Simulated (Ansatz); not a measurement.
Input of an Ansatz 0.2.0 run:

input

```
crystal:
  lattice:
    - [3.13193, 0.0, 0.0]
    - [0.0, 3.13193, 0.0]
    - [0.0, 0.0, 3.13193]
  atoms:
    - { symbol: Sn, position: [0.0, 0.0, 0.0] }
    - { symbol: O, position: [0.5, 0.5, 0.5] }
hamiltonian:
  xc: { exchange: pbe, correlation: pbe, exx: { coeff: 0.4, omega: 0.2 } }
  pseudopotentials: { kind: paw }
kpoints:
  mp_grid: { grid: [5, 5, 5] }
scf:
  occupations: { method: fermi_dirac, width: 0.05 }
output:
  forces: true
  stress: true
  eigenvalues: true
```

Estimate the pressure.

-6.0 GPa.

Predict the band gap on the k mesh.

2.42 eV, indirect (least direct gap 2.89 eV).

Caveat: odd divisions of the mesh miss points on the zone boundary, where band edges often lie, so the gap on the mesh can be too wide; the pressure holds a Pulay correction of +0.3 GPa for the finite cutoff; spin-orbit coupling is left out, which moves the levels of the heavy elements; the PAW data sets come from PBE, with cores solved anew for the run's functional, which leaves a small shift of forces and pressure; the thresholds are loose for stress. A k mesh can miss the band edges.
